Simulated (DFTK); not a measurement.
# Pt (Im-3m) in DFTK: equation of state

How stiff is Pt in PBEsol, and what volume does it want? The cell is scaled to several volumes.

Everything below comes from runs of DFTK 0.8.2. Logs are shortened: lines on timing, memory, paths and dates and some standing lists are left out, and cuts for length are marked.

## Step 1: The crystal as given

It takes space group Im-3m (No. 229, cubic). The conventional cell has a = 3.168 Å, b = 3.168 Å, c = 3.168 Å, α = 90.00°, β = 90.00°, γ = 90.00°. Around Pt (site symmetry m-3m) lie 8 Pt at 2.74 Å.

This isn't the form of Pt at room conditions, which is fcc.

## Step 2: Equation of state, PBEsol

Contents of run.jl:

```julia
using DFTK
using PseudoPotentialData
using Unitful, UnitfulAtomic
using LinearAlgebra, Printf
include("save.jl")
disable_threading()

# lattice vectors are the columns
lattice = austrip(1u"Å") * [      -1.58422        1.58422        1.58422;
                  1.58422       -1.58422        1.58422;
                  1.58422        1.58422       -1.58422]
symbols   = [:Pt]
positions = [[0.0, 0.0, 0.0]]
pseudopotentials = PseudoFamily("dojo.nc.sr.pbesol.v0_4_1.standard.upf")
elements = Dict(s => ElementPsp(s, pseudopotentials) for s in unique(symbols))
atoms    = [elements[s] for s in symbols]

build_model(lattice, positions; symmetries=true) =
    model_DFT(lattice, atoms, positions;
              functionals=PBEsol(),
              temperature=austrip(0.05u"eV"),
              smearing=Smearing.FermiDirac(),
              symmetries)
Ecut  = 42.0  # hartree
kgrid = [12, 12, 12]
tol   = 1e-6
to_GPa = ustrip(uconvert(u"GPa", 1u"hartree/bohr^3"))

results["points"] = []
for scale in [0.94, 0.96, 0.98, 1.0, 1.02, 1.04, 1.06]
    println("\n=== scale = ", scale)
    model = build_model(cbrt(scale) * lattice, positions)
    basis = PlaneWaveBasis(model; Ecut, kgrid)
    t0 = time()
    scfres = self_consistent_field(basis;
                                   tol,
                                   nbandsalg=AdaptiveBands(model; n_bands_converge=14))
    seconds = time() - t0
    @printf "SCF: %d iterations, %.1f s\n" scfres.n_iter seconds
    forces = compute_forces_cart(scfres)
    stress = compute_stresses_cart(scfres)
    @printf "V = %.5f Å^3  F = %.8f Ha  max force = %.5f eV/Å  p = %.4f GPa\n" ustrip(auconvert(u"Å^3", model.unit_cell_volume)) scfres.energies.total ustrip(auconvert(u"eV/Å", maximum(norm, forces))) (-tr(stress) / 3 * to_GPa)
    push!(results["points"], save_scf!(scfres; forces, stress, d=Dict{String,Any}("seconds" => seconds, "n_matvec" => get(scfres, :n_matvec, 0))))
end

# third-order Birch-Murnaghan fit in x = V^(-2/3)
V = [0.94, 0.96, 0.98, 1.0, 1.02, 1.04, 1.06] * abs(det(lattice))
E = [p["total"] for p in results["points"]]
x = V .^ (-2 / 3)
c = [x .^ 0 x x .^ 2 x .^ 3] \ E
Δ = c[3]^2 - 3c[2] * c[4]
if Δ > 0
    x0 = (-c[3] + sqrt(Δ)) / 3c[4]
    B0 = 4 / 9 * x0^(7 / 2) * (2c[3] + 6c[4] * x0)
    @printf "V0 = %.4f Å^3  B0 = %.2f GPa\n" ustrip(auconvert(u"Å^3", x0^(-3 / 2))) B0 * to_GPa
end
```

Potentials or basis: dojo.nc.sr.pbesol.v0_4_1.standard.upf (PBEsol).

The run is started by

```sh
$ julia --threads=1 run.jl  # save.jl only writes the numbers to a file and isn't shown; printed stress counts tension as positive; times include loading and compiling
```

What it wrote:

```text
=== scale = 0.94
n     Energy            log10(ΔE)   log10(Δρ)   Diag   Δtime
---   ---------------   ---------   ---------   ----   ------
  1   -130.5340882684                   -0.81    4.6    6.85s
  2   -130.5497333274       -1.81       -1.21    1.0    3.87s
  3   -130.5530994695       -2.47       -1.92    2.3    3.25s
  4   -130.5531192069       -4.70       -2.54    1.1    3.38s
  5   -130.5531248577       -5.25       -2.95    2.5    3.68s
  6   -130.5531252313       -6.43       -3.66    1.3    2.96s
  7   -130.5531252927       -7.21       -4.34    2.6    3.70s
  8   -130.5531252932       -9.31       -5.08    2.2    3.71s
  9   -130.5531252933      -10.54       -5.25    2.6    3.43s
 10   -130.5531252933      -10.65       -5.77    1.0    2.64s
[... 57 further cycles ...]
  2   -130.5439514536       -1.72       -1.18    1.0    4.21s
  3   -130.5483462160       -2.36       -1.86    2.3    4.42s
  4   -130.5484015326       -4.26       -2.44    1.1    3.62s
  5   -130.5484090797       -5.12       -2.89    2.4    4.43s
  6   -130.5484095681       -6.31       -3.54    1.5    3.87s
  7   -130.5484096478       -7.10       -4.21    2.4    4.49s
  8   -130.5484096490       -8.91       -5.14    2.2    4.49s
  9   -130.5484096491      -10.52       -5.34    3.2    6.01s
 10   -130.5484096491      -11.02       -5.76    1.0    2.82s
 11   -130.5484096491      -11.56       -7.04    2.0    4.37s
SCF: 11 iterations, 52.3 s
V = 16.85824 Å^3  F = -130.54840965 Ha  max force = 0.00000 eV/Å  p = -22.2163 GPa
V0 = 15.1670 Å^3  B0 = 278.91 GPa
```

It took 11 min on 1 thread of Intel Xeon Platinum 8488C (Sapphire Rapids), shared host; peak memory 1.8 GiB.

What came out:

* Equilibrium volume: 15.17 Å³/atom
* Bulk modulus: 279 GPa
* Pressure derivative of the bulk modulus: 5.4

Energy against volume, from the lowest point:
```
volume (Å³/atom)  energy (meV/atom)
          14.950               2.21
          15.268               0.00
          15.586               8.92
          15.904              27.60
          16.222              54.79
          16.540              89.43
          16.858             130.53
```

Spin-orbit coupling is left out, which matters for the levels of Pt.

## Step 3: Single point, PBEsol, 14.95 Å³/atom (volume scaled by 0.94)

run.jl is that of step 2.

Potentials or basis: dojo.nc.sr.pbesol.v0_4_1.standard.upf (PBEsol).

The run is started by

```sh
$ julia --threads=1 run.jl  # one pass of the loop, scale = 0.94; save.jl only writes the numbers to a file and isn't shown; printed stress counts tension as positive; times include loading and compiling
```

Run time: 40 s. Hardware: 1 thread of Intel Xeon Platinum 8488C (Sapphire Rapids), shared host.

The run converged. Its results:

```
Free energy            : -3552.5315 eV
Pressure               : 4.1 GPa
Band gap on the k mesh : none (metal or under the smearing width)
```

## Step 4: Single point, PBEsol, 15.27 Å³/atom (volume scaled by 0.96)

run.jl is that of step 3.

Potentials or basis: dojo.nc.sr.pbesol.v0_4_1.standard.upf (PBEsol).

The run is started by

```sh
$ julia --threads=1 run.jl  # one pass of the loop, scale = 0.96; save.jl only writes the numbers to a file and isn't shown; printed stress counts tension as positive; times include loading and compiling
```

Run time: 31 s. Hardware: 1 thread of Intel Xeon Platinum 8488C (Sapphire Rapids), shared host.

Results:

```yaml
Free_energy: -3552.5337 eV
Pressure: -1.9 GPa
Band_gap_on_the_k_mesh: none (metal or under the smearing width)
```

## Step 5: Single point, PBEsol, 15.59 Å³/atom (volume scaled by 0.98)

run.jl is that of step 4.

The run is started by

```sh
$ julia --threads=1 run.jl  # one pass of the loop, scale = 0.98; save.jl only writes the numbers to a file and isn't shown; printed stress counts tension as positive; times include loading and compiling
```

It took 57 s on 1 thread of Intel Xeon Platinum 8488C (Sapphire Rapids), shared host.

It converged, with:

```
Free energy            : -3552.5248 eV
Pressure               : -7.1 GPa
Band gap on the k mesh : none (metal or under the smearing width)
```

## Step 6: Single point, PBEsol, 15.90 Å³/atom

run.jl is that of step 5.

Potentials or basis: dojo.nc.sr.pbesol.v0_4_1.standard.upf (PBEsol).

The run is started by

```sh
$ julia --threads=1 run.jl  # one pass of the loop, scale = 1.0; save.jl only writes the numbers to a file and isn't shown; printed stress counts tension as positive; times include loading and compiling
```

Run time: 54 s. Hardware: 1 thread of Intel Xeon Platinum 8488C (Sapphire Rapids), shared host.

The run converged. Its results:

```
Free energy            : -3552.5061 eV
Pressure               : -11.7 GPa
Band gap on the k mesh : none (metal or under the smearing width)
```

## Step 7: Single point, PBEsol, 16.22 Å³/atom (volume scaled by 1.02)

run.jl is that of step 6.

The run is started by

```sh
$ julia --threads=1 run.jl  # one pass of the loop, scale = 1.02; save.jl only writes the numbers to a file and isn't shown; printed stress counts tension as positive; times include loading and compiling
```

Wall time 53 s (1 thread of Intel Xeon Platinum 8488C (Sapphire Rapids), shared host).

The run converged. Its results:

```
Free energy            : -3552.4789 eV
Pressure               : -15.7 GPa
Band gap on the k mesh : none (metal or under the smearing width)
```

## Step 8: Single point, PBEsol, 16.54 Å³/atom (volume scaled by 1.04)

run.jl is that of step 7.

The run is started by

```sh
$ julia --threads=1 run.jl  # one pass of the loop, scale = 1.04; save.jl only writes the numbers to a file and isn't shown; printed stress counts tension as positive; times include loading and compiling
```

It took 51 s on 1 thread of Intel Xeon Platinum 8488C (Sapphire Rapids), shared host.

The run converged. Its results:

```yaml
Free_energy: -3552.4443 eV
Pressure: -19.2 GPa
Band_gap_on_the_k_mesh: none (metal or under the smearing width)
```

## Step 9: Single point, PBEsol, 16.86 Å³/atom (volume scaled by 1.06)

run.jl is that of step 8.

Potentials or basis: dojo.nc.sr.pbesol.v0_4_1.standard.upf (PBEsol).

The run is started by

```sh
$ julia --threads=1 run.jl  # one pass of the loop, scale = 1.06; save.jl only writes the numbers to a file and isn't shown; printed stress counts tension as positive; times include loading and compiling
```

Run time: 52 s. Hardware: 1 thread of Intel Xeon Platinum 8488C (Sapphire Rapids), shared host.

The run converged. Its results:

```
Free energy            : -3552.4032 eV
Pressure               : -22.2 GPa
Band gap on the k mesh : none (metal or under the smearing width)
```
